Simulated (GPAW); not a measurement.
# Sb (I4/mmm) in GPAW: settings compared

The runs below take Sb through relaxation of cell and atoms, with PBEsol+D3(BJ)+ATM, PBEsol+D4.

All numbers are computed with GPAW 26.7.0; they aren't measurements. Logs are shortened: lines on timing, memory, paths and dates and some standing lists are left out, and cuts for length are marked. The log counts tension as positive stress, the text compression.

### Step 1. The crystal as given

It takes space group I4/mmm (No. 139, tetragonal). The conventional cell has a = 3.153 Å, b = 3.153 Å, c = 5.424 Å, α = 90.00°, β = 90.00°, γ = 90.00°. Around Sb (site symmetry 4/mmm) lie 12 Sb at 3.15 to 3.51 Å.

This isn't the form of Sb at room conditions, which is rhombohedral.

### Step 2. Relaxation of cell and atoms, PBEsol+D3(BJ)+ATM

run.py reads:

```python
from ase import Atoms
from ase.calculators.mixing import SumCalculator
from ase.filters import FrechetCellFilter
from ase.io import write
from ase.optimize import BFGS
from dftd3.ase import DFTD3
from gpaw import GPAW, PW, setup_paths

setup_paths.insert(0, '.')

atoms = Atoms(['Sb'],
              cell=[[-1.5765401831, 1.5765401831, 2.7119384313],
                    [1.5765401831, -1.5765401831, 2.7119384313],
                    [1.5765401831, 1.5765401831, -2.7119384313]],
              scaled_positions=[[0.0, 0.0, 0.0]],
              pbc=True)

calc = GPAW(mode=PW(600),
            xc='PBEsol',
            kpts={'size': (9, 9, 9), 'gamma': True},
            occupations={'name': 'fermi-dirac', 'width': 0.05},
            nbands=15,
            convergence={'density': 1e-05, 'forces': 0.0001},
            maxiter=150,
            txt='gpaw.txt')
atoms.calc = SumCalculator([calc, DFTD3(damping='d3bj', params_tweaks=dict(method='pbesol', atm=True))])
opt = BFGS(FrechetCellFilter(atoms), trajectory='relax.traj', logfile='-')
done = opt.run(fmax=0.02, steps=60)
calc.write('gs.gpw')
write('result.traj', atoms)
print('Converged:', done)
print('Cell:', atoms.cell.cellpar().round(4))
print('Volume:', round(atoms.get_volume(), 4))
print(atoms.get_scaled_positions().round(5))
```

Potentials or basis: PAW data sets generated in the run's folder for this functional, pw.

Launch:

```console
$ gpaw-setup -f PBEsol Sb
$ OMP_NUM_THREADS=1 python run.py
```

gpaw.txt:

```text
__  _  _
 | _ |_)|_||  |
 |__||  | ||/\| - 26.7.0

Input parameters:
  mode=PW(ecut=600.0),
  convergence={'density': 1e-05, 'forces': 0.0001},
  kpts=MonkhorstPack(size=(9, 9, 9), gamma=True),
  maxiter=150,
  nbands=15,
  occupations=Occupations(name='fermi-dirac', width=0.05),
  xc=XC(name='PBEsol')

Diagonalizing LCAO Hamiltonian
Converting LCAO to pw mode

       Sb

Atoms  # Å, Bohr magnetons
|   | symbol |        x |        y |        z |    initial magnetic moments |
|---|--------|----------|----------|----------|-----------------------------|
| 0 |     Sb | 0.000000 | 0.000000 | 0.000000 | ( 0.0000,  0.0000,  0.0000) |

Unit cell  # Å
| periodic |         x |         y |         z |  lengths |     angles |
|----------|-----------|-----------|-----------|----------|------------|
|      yes | -1.576540 |  1.576540 |  2.711938 | 3.510779 | 126.633590 |
|      yes |  1.576540 | -1.576540 |  2.711938 | 3.510779 | 126.633590 |
|      yes |  1.576540 |  1.576540 | -2.711938 | 3.510779 |  78.849263 |
[... 181 lines left out ...]
No gap
No difference between direct/indirect transitions

Stress tensor  # eV/Ang^3
|        x |         y |         z |
|----------|-----------|-----------|
| 0.011301 |  0.000000 |  0.000000 |
| 0.000000 |  0.011301 | -0.000000 |
| 0.000000 | -0.000000 |  0.005093 |

Forces  # eV/Ang
|       x |       y |        z |
|---------|---------|----------|
| 0.00000 | 0.00000 | -0.00000 |  # Sb   0
[... 200 lines left out ...]
Stress tensor  # eV/Ang^3
|         x |         y |         z |
|-----------|-----------|-----------|
| -0.002517 | -0.000000 | -0.000000 |
| -0.000000 | -0.002517 | -0.000000 |
| -0.000000 | -0.000000 | -0.005596 |

Forces  # eV/Ang
|       x |       y |       z |
|---------|---------|---------|
| 0.00000 | 0.00000 | 0.00000 |  # Sb   0

Interpolating wave functions to new cell

       Sb
[... 196 lines left out ...]
Stress tensor  # eV/Ang^3
|         x |         y |         z |
|-----------|-----------|-----------|
| -0.022335 |  0.000000 |  0.000000 |
|  0.000000 | -0.022335 |  0.000000 |
|  0.000000 |  0.000000 | -0.019834 |

Forces  # eV/Ang
|       x |        y |        z |
|---------|----------|----------|
| 0.00000 | -0.00000 | -0.00000 |  # Sb   0

Interpolating wave functions to new cell

       Sb
[... 417 lines left out ...]
       Sb

Atoms  # Å, Bohr magnetons
|   | symbol |         x |        y |        z |    initial magnetic moments |
|---|--------|-----------|----------|----------|-----------------------------|
| 0 |     Sb | -0.000000 | 0.000000 | 0.000000 | ( 0.0000,  0.0000,  0.0000) |

Unit cell  # Å
| periodic |         x |         y |         z |  lengths |     angles |
|----------|-----------|-----------|-----------|----------|------------|
|      yes | -1.545780 |  1.545780 |  2.641237 | 3.428557 | 126.402981 |
|      yes |  1.545780 | -1.545780 |  2.641237 | 3.428557 | 126.402981 |
|      yes |  1.545780 |  1.545780 | -2.641237 | 3.428557 |  79.226818 |
[... 828 lines left out ...]
       Sb

Atoms  # Å, Bohr magnetons
|   | symbol |        x |        y |        z |    initial magnetic moments |
|---|--------|----------|----------|----------|-----------------------------|
| 0 |     Sb | 0.000000 | 0.000000 | 0.000000 | ( 0.0000,  0.0000,  0.0000) |

Unit cell  # Å
| periodic |         x |         y |         z |  lengths |     angles |
|----------|-----------|-----------|-----------|----------|------------|
|      yes | -1.585059 |  1.585059 |  2.425393 | 3.302628 | 122.637216 |
|      yes |  1.585059 | -1.585059 |  2.425393 | 3.302628 | 122.637216 |
|      yes |  1.585059 |  1.585059 | -2.425393 | 3.302628 |  85.489846 |
[... 184 lines left out ...]
Stress tensor  # eV/Ang^3
|         x |         y |         z |
|-----------|-----------|-----------|
| -0.028230 | -0.000000 |  0.000000 |
| -0.000000 | -0.028230 | -0.000000 |
|  0.000000 | -0.000000 | -0.042141 |

Forces  # eV/Ang
|       x |       y |       z |
|---------|---------|---------|
| 0.00000 | 0.00000 | 0.00000 |  # Sb   0

Interpolating wave functions to new cell

       Sb

Atoms  # Å, Bohr magnetons
|   | symbol |        x |         y |        z |    initial magnetic moments |
|---|--------|----------|-----------|----------|-----------------------------|
| 0 |     Sb | 0.000000 | -0.000000 | 0.000000 | ( 0.0000,  0.0000,  0.0000) |

Unit cell  # Å
| periodic |         x |         y |         z |  lengths |     angles |
|----------|-----------|-----------|-----------|----------|------------|
|      yes | -1.552583 |  1.552583 |  2.602843 | 3.405264 | 125.749616 |
|      yes |  1.552583 | -1.552583 |  2.602843 | 3.405264 | 125.749616 |
|      yes |  1.552583 |  1.552583 | -2.602843 | 3.405264 |  80.300054 |
[... 131 lines left out ...]
SCF iterations
|iter     | |      energy | eigst |  dens |force |
|---------|-|-------------|-------|-------|------|
|iter:   1| |   -4.706622 | +0.87 |       |      |
|iter:   2| |   -4.698848 | -1.76 | -1.38 |      |
|iter:   3| |   -4.584871 | -2.19 | -1.41 |      |
|iter:   4| |   -4.583861 | -3.35 | -2.28 |      |
|iter:   5| |   -4.583968c| -3.93 | -2.93 |      |
|iter:   6| |   -4.583973c| -6.12 | -3.90 |      |
|iter:   7| |   -4.583973c| -7.40c| -4.51 |      |
|iter:   8| |   -4.583973c| -8.21c| -5.00 |      |
|iter:   9| |   -4.583973c| -8.87c| -5.74c|      |
|iter:  10| |   -4.583973c|-10.23c| -6.34c|-25.20c|

Converged in 10 steps
Energy contributions relative to reference atoms: (reference = -176204.783462)

Energy contributions:
  Kinetic:           1.560327
  Coulomb:          -1.355390
  Zero:              0.157063
  External:          0.000000
  Xc:               -4.942827
  Entropy:          -0.006295
  Spinorbit:         0.000000
  ----------------------------
  Free energy:      -4.587121
  Extrapolated:     -4.583973
[... 40 lines left out ...]
       Sb

Atoms  # Å, Bohr magnetons
|   | symbol |        x |         y |        z |    initial magnetic moments |
|---|--------|----------|-----------|----------|-----------------------------|
| 0 |     Sb | 0.000000 | -0.000000 | 0.000000 | ( 0.0000,  0.0000,  0.0000) |

Unit cell  # Å
| periodic |         x |         y |         z |  lengths |     angles |
|----------|-----------|-----------|-----------|----------|------------|
|      yes | -1.554317 |  1.554317 |  2.592821 | 3.399195 | 125.579069 |
|      yes |  1.554317 | -1.554317 |  2.592821 | 3.399195 | 125.579069 |
|      yes |  1.554317 |  1.554317 | -2.592821 | 3.399195 |  80.581076 |
[... 189 lines left out ...]
Forces  # eV/Ang
|       x |       y |        z |
|---------|---------|----------|
| 0.00000 | 0.00000 | -0.00000 |  # Sb   0

# Writing to gs.gpw (mode='')
```

Wall time 2.1 min (1 thread of Arm Neoverse V2, shared host); peak memory 0.29 GiB.

Results:

```yaml
Free_energy: -5.1002 eV
Relaxed_volume: 25.06 Å³/atom
Relaxed_cell: a = 3.399 Å, b = 3.399 Å, c = 3.399 Å, α = 125.58°, β = 125.58°, γ = 80.58°
Space_group_after_relaxing_to_0.05_Å: I4/mmm (No. 139)
Energy_gained_by_relaxing: 25.3 meV/atom
Ionic_steps: 12
Pressure_after_relaxing: -0.1 GPa
Band_gap_on_the_k_mesh: none (metal or under the smearing width)
Dispersion_energy_per_atom: -0.514 eV
```

The path:
```tsv
step	energy change (eV)	largest force (eV/Å)	pressure (GPa)	volume (Å³)
1	0.0000	0.0000	-4.29	26.96
2	-0.0176	0.0000	-2.42	26.14
3	-0.0244	0.0000	0.24	25.19
4	-0.0244	0.0000	-0.03	25.27
5	-0.0244	0.0000	-0.06	25.27
6	-0.0243	0.0000	-0.16	25.24
7	-0.0209	0.0000	-0.06	24.96
8	-0.0243	0.0000	-0.11	25.20
9	-0.0244	0.0000	-0.09	25.16
10	0.0027	0.0000	1.86	24.37
11	-0.0251	0.0000	-0.11	25.10
12	-0.0253	0.0000	-0.08	25.06
```

Final structure:
```
CELL_PARAMETERS angstrom
-1.55432 1.55432 2.59282
1.55432 -1.55432 2.59282
1.55432 1.55432 -2.59282
ATOMIC_POSITIONS crystal
Sb 0.00000 0.00000 0.00000
```

Caveat: later steps reuse the first step's grids; pairwise dispersion overbinds metals, which lowers pressure and volume. Spin-orbit coupling is left out, which matters for the levels of Sb.

### Step 3. Relaxation of cell and atoms, PBEsol+D4

run.py, as its differences from that of step 2:

```diff
@@ -5,3 +5,3 @@
 from ase.optimize import BFGS
-from dftd3.ase import DFTD3
+from dftd4.ase import DFTD4
 from gpaw import GPAW, PW, setup_paths
@@ -25,3 +25,3 @@
             txt='gpaw.txt')
-atoms.calc = SumCalculator([calc, DFTD3(damping='d3bj', params_tweaks=dict(method='pbesol', atm=True))])
+atoms.calc = SumCalculator([calc, DFTD4(method='pbesol')])
 opt = BFGS(FrechetCellFilter(atoms), trajectory='relax.traj', logfile='-')
```

Potentials or basis: PAW data sets generated in the run's folder for this functional, pw.

Launch:

```console
$ gpaw-setup -f PBEsol Sb
$ OMP_NUM_THREADS=1 python run.py
```

gpaw.txt:

```text
__  _  _
 | _ |_)|_||  |
 |__||  | ||/\| - 26.7.0

Input parameters:
  mode=PW(ecut=600.0),
  convergence={'density': 1e-05, 'forces': 0.0001},
  kpts=MonkhorstPack(size=(9, 9, 9), gamma=True),
  maxiter=150,
  nbands=15,
  occupations=Occupations(name='fermi-dirac', width=0.05),
  xc=XC(name='PBEsol')

Diagonalizing LCAO Hamiltonian
Converting LCAO to pw mode

       Sb

Atoms  # Å, Bohr magnetons
|   | symbol |        x |        y |        z |    initial magnetic moments |
|---|--------|----------|----------|----------|-----------------------------|
| 0 |     Sb | 0.000000 | 0.000000 | 0.000000 | ( 0.0000,  0.0000,  0.0000) |

Unit cell  # Å
| periodic |         x |         y |         z |  lengths |     angles |
|----------|-----------|-----------|-----------|----------|------------|
|      yes | -1.576540 |  1.576540 |  2.711938 | 3.510779 | 126.633590 |
|      yes |  1.576540 | -1.576540 |  2.711938 | 3.510779 | 126.633590 |
|      yes |  1.576540 |  1.576540 | -2.711938 | 3.510779 |  78.849263 |

Number of symmetries: 16
Symmetry operations  # r_c * U_cc + t_c -> r_c
|    | kind |            matrix            |
|----|------|------------------------------|
|  0 |  σ   |  1, 1, 1,  0, 0,-1,  0,-1, 0 |
|  1 |  C4  |  1, 1, 1,  0, 0,-1, -1, 0, 0 |
|  2 |  E   |  1, 0, 0,  0, 1, 0,  0, 0, 1 |
|  3 |  σ   |  1, 0, 0,  0, 1, 0, -1,-1,-1 |
|  4 |  σ   |  0, 1, 0,  1, 0, 0,  0, 0, 1 |
|  5 |  C2  |  0, 1, 0,  1, 0, 0, -1,-1,-1 |
|  6 |  C2  |  0, 0, 1, -1,-1,-1,  1, 0, 0 |
|  7 |  S4  |  0, 0, 1, -1,-1,-1,  0, 1, 0 |
|  8 |  C4  |  0, 0,-1,  1, 1, 1,  0,-1, 0 |
[... 154 lines left out ...]
|          3 |       -21.233 |     2.000 |
|          4 |       -21.176 |     2.000 |
|          5 |        -4.965 |     2.000 |
|          6 |        12.600 |     0.000 |
|          7 |        13.385 |     0.000 |
|          8 |        13.385 |     0.000 |
|          9 |        17.913 |     0.000 |
|         10 |        18.682 |     0.000 |
|         11 |        19.083 |     0.000 |
|         12 |        19.305 |     0.000 |
|         13 |        19.305 |     0.000 |
|         14 |        19.572 |     0.000 |

No gap
No difference between direct/indirect transitions

Stress tensor  # eV/Ang^3
|        x |         y |         z |
|----------|-----------|-----------|
| 0.011301 |  0.000000 |  0.000000 |
| 0.000000 |  0.011301 | -0.000000 |
| 0.000000 | -0.000000 |  0.005093 |

Forces  # eV/Ang
|       x |       y |        z |
|---------|---------|----------|
| 0.00000 | 0.00000 | -0.00000 |  # Sb   0

Interpolating wave functions to new cell

       Sb

Atoms  # Å, Bohr magnetons
|   | symbol |        x |        y |        z |    initial magnetic moments |
|---|--------|----------|----------|----------|-----------------------------|
| 0 |     Sb | 0.000000 | 0.000000 | 0.000000 | ( 0.0000,  0.0000,  0.0000) |

Unit cell  # Å
| periodic |         x |         y |         z |  lengths |     angles |
|----------|-----------|-----------|-----------|----------|------------|
|      yes | -1.562589 |  1.562589 |  2.694266 | 3.484600 | 126.714392 |
|      yes |  1.562589 | -1.562589 |  2.694266 | 3.484600 | 126.714392 |
|      yes |  1.562589 |  1.562589 | -2.694266 | 3.484600 |  78.717124 |

Number of symmetries: 16
Symmetry operations  # r_c * U_cc + t_c -> r_c
|    | kind |            matrix            |
|----|------|------------------------------|
|  0 |  σ   |  1, 1, 1,  0, 0,-1,  0,-1, 0 |
|  1 |  C4  |  1, 1, 1,  0, 0,-1, -1, 0, 0 |
|  2 |  E   |  1, 0, 0,  0, 1, 0,  0, 0, 1 |
|  3 |  σ   |  1, 0, 0,  0, 1, 0, -1,-1,-1 |
|  4 |  σ   |  0, 1, 0,  1, 0, 0,  0, 0, 1 |
|  5 |  C2  |  0, 1, 0,  1, 0, 0, -1,-1,-1 |
|  6 |  C2  |  0, 0, 1, -1,-1,-1,  1, 0, 0 |
|  7 |  S4  |  0, 0, 1, -1,-1,-1,  0, 1, 0 |
|  8 |  C4  |  0, 0,-1,  1, 1, 1,  0,-1, 0 |
[... 154 lines left out ...]
|          3 |       -20.932 |     2.000 |
|          4 |       -20.871 |     2.000 |
|          5 |        -4.849 |     2.000 |
|          6 |        13.061 |     0.000 |
|          7 |        13.872 |     0.000 |
|          8 |        13.872 |     0.000 |
|          9 |        18.334 |     0.000 |
|         10 |        19.010 |     0.000 |
|         11 |        19.536 |     0.000 |
|         12 |        19.740 |     0.000 |
|         13 |        19.740 |     0.000 |
|         14 |        19.889 |     0.000 |

No gap
No difference between direct/indirect transitions

Stress tensor  # eV/Ang^3
|        x |        y |         z |
|----------|----------|-----------|
| 0.000566 | 0.000000 |  0.000000 |
| 0.000000 | 0.000566 |  0.000000 |
| 0.000000 | 0.000000 | -0.003161 |

Forces  # eV/Ang
|       x |       y |       z |
|---------|---------|---------|
| 0.00000 | 0.00000 | 0.00000 |  # Sb   0

Interpolating wave functions to new cell

       Sb

Atoms  # Å, Bohr magnetons
|   | symbol |         x |         y |        z |    initial magnetic moments |
|---|--------|-----------|-----------|----------|-----------------------------|
| 0 |     Sb | -0.000000 | -0.000000 | 0.000000 | ( 0.0000,  0.0000,  0.0000) |

Unit cell  # Å
| periodic |         x |         y |         z |  lengths |     angles |
|----------|-----------|-----------|-----------|----------|------------|
|      yes | -1.546087 |  1.546087 |  2.673752 | 3.453943 | 126.816580 |
|      yes |  1.546087 | -1.546087 |  2.673752 | 3.453943 | 126.816580 |
|      yes |  1.546087 |  1.546087 | -2.673752 | 3.453943 |  78.550126 |

Number of symmetries: 16
Symmetry operations  # r_c * U_cc + t_c -> r_c
|    | kind |            matrix            |
|----|------|------------------------------|
|  0 |  σ   |  1, 1, 1,  0, 0,-1,  0,-1, 0 |
|  1 |  C4  |  1, 1, 1,  0, 0,-1, -1, 0, 0 |
|  2 |  E   |  1, 0, 0,  0, 1, 0,  0, 0, 1 |
|  3 |  σ   |  1, 0, 0,  0, 1, 0, -1,-1,-1 |
|  4 |  σ   |  0, 1, 0,  1, 0, 0,  0, 0, 1 |
|  5 |  C2  |  0, 1, 0,  1, 0, 0, -1,-1,-1 |
|  6 |  C2  |  0, 0, 1, -1,-1,-1,  1, 0, 0 |
|  7 |  S4  |  0, 0, 1, -1,-1,-1,  0, 1, 0 |
|  8 |  C4  |  0, 0,-1,  1, 1, 1,  0,-1, 0 |
[... 154 lines left out ...]
|          3 |       -20.567 |     2.000 |
|          4 |       -20.502 |     2.000 |
|          5 |        -4.709 |     2.000 |
|          6 |        13.619 |     0.000 |
|          7 |        14.464 |     0.000 |
|          8 |        14.464 |     0.000 |
|          9 |        18.848 |     0.000 |
|         10 |        19.408 |     0.000 |
|         11 |        20.054 |     0.000 |
|         12 |        20.269 |     0.000 |
|         13 |        20.269 |     0.000 |
|         14 |        20.271 |     0.000 |

No gap
No difference between direct/indirect transitions

Stress tensor  # eV/Ang^3
|         x |         y |         z |
|-----------|-----------|-----------|
| -0.014178 | -0.000000 |  0.000000 |
| -0.000000 | -0.014178 | -0.000000 |
|  0.000000 | -0.000000 | -0.013852 |

Forces  # eV/Ang
|       x |       y |       z |
|---------|---------|---------|
| 0.00000 | 0.00000 | 0.00000 |  # Sb   0

Interpolating wave functions to new cell

       Sb

Atoms  # Å, Bohr magnetons
|   | symbol |        x |         y |        z |    initial magnetic moments |
|---|--------|----------|-----------|----------|-----------------------------|
| 0 |     Sb | 0.000000 | -0.000000 | 0.000000 | ( 0.0000,  0.0000,  0.0000) |

Unit cell  # Å
| periodic |         x |         y |         z |  lengths |     angles |
|----------|-----------|-----------|-----------|----------|------------|
|      yes | -1.547378 |  1.547378 |  2.675241 | 3.456251 | 126.807054 |
|      yes |  1.547378 | -1.547378 |  2.675241 | 3.456251 | 126.807054 |
|      yes |  1.547378 |  1.547378 | -2.675241 | 3.456251 |  78.565687 |

Number of symmetries: 16
Symmetry operations  # r_c * U_cc + t_c -> r_c
|    | kind |            matrix            |
|----|------|------------------------------|
|  0 |  σ   |  1, 1, 1,  0, 0,-1,  0,-1, 0 |
|  1 |  C4  |  1, 1, 1,  0, 0,-1, -1, 0, 0 |
|  2 |  E   |  1, 0, 0,  0, 1, 0,  0, 0, 1 |
|  3 |  σ   |  1, 0, 0,  0, 1, 0, -1,-1,-1 |
|  4 |  σ   |  0, 1, 0,  1, 0, 0,  0, 0, 1 |
|  5 |  C2  |  0, 1, 0,  1, 0, 0, -1,-1,-1 |
|  6 |  C2  |  0, 0, 1, -1,-1,-1,  1, 0, 0 |
|  7 |  S4  |  0, 0, 1, -1,-1,-1,  0, 1, 0 |
|  8 |  C4  |  0, 0,-1,  1, 1, 1,  0,-1, 0 |
[... 152 lines left out ...]
|          3 |       -20.596 |     2.000 |
|          4 |       -20.530 |     2.000 |
|          5 |        -4.720 |     2.000 |
|          6 |        13.576 |     0.000 |
|          7 |        14.417 |     0.000 |
|          8 |        14.417 |     0.000 |
|          9 |        18.808 |     0.000 |
|         10 |        19.377 |     0.000 |
|         11 |        20.016 |     0.000 |
|         12 |        20.228 |     0.000 |
|         13 |        20.228 |     0.000 |
|         14 |        20.241 |     0.000 |

No gap
No difference between direct/indirect transitions

Stress tensor  # eV/Ang^3
|         x |         y |         z |
|-----------|-----------|-----------|
| -0.012954 | -0.000000 |  0.000000 |
| -0.000000 | -0.012954 | -0.000000 |
|  0.000000 | -0.000000 | -0.013002 |

Forces  # eV/Ang
|       x |       y |        z |
|---------|---------|----------|
| 0.00000 | 0.00000 | -0.00000 |  # Sb   0

# Writing to gs.gpw (mode='')
```

It took 46 s on 1 thread of Arm Neoverse V2, shared host; peak memory 0.22 GiB.

Results:

* Free energy: -4.9374 eV
* Relaxed volume: 25.62 Å³/atom
* Relaxed cell: a = 3.456 Å, b = 3.456 Å, c = 3.456 Å, α = 126.81°, β = 126.81°, γ = 78.57°
* Space group after relaxing (to 0.05 Å): I4/mmm (No. 139)
* Energy gained by relaxing: 15.2 meV/atom
* Ionic steps: 4
* Pressure after relaxing: 0.0 GPa
* Band gap on the k mesh: none (metal or under the smearing width)
* Dispersion energy per atom: -0.342 eV

Step by step:
```tsv
step	energy change (eV)	largest force (eV/Å)	pressure (GPa)	volume (Å³)
1	0.0000	0.0000	-3.37	26.96
2	-0.0109	0.0000	-1.87	26.31
3	-0.0152	0.0000	0.16	25.57
4	-0.0152	0.0000	-0.01	25.62
```

Final structure:
```cif
data_structure
_symmetry_space_group_name_H-M 'P 1'
_symmetry_Int_Tables_number 1
_cell_length_a 3.4563
_cell_length_b 3.4563
_cell_length_c 3.4563
_cell_angle_alpha 126.807
_cell_angle_beta 126.807
_cell_angle_gamma 78.566
_cell_volume 25.62
loop_
_atom_site_label
_atom_site_type_symbol
_atom_site_fract_x
_atom_site_fract_y
_atom_site_fract_z
_atom_site_occupancy
Sb1 Sb 0.00000 0.00000 0.00000 1
```

Caveat: later steps reuse the first step's grids; pairwise dispersion overbinds metals, which lowers pressure and volume. The run has no spin-orbit coupling, so splittings on Sb are missing.
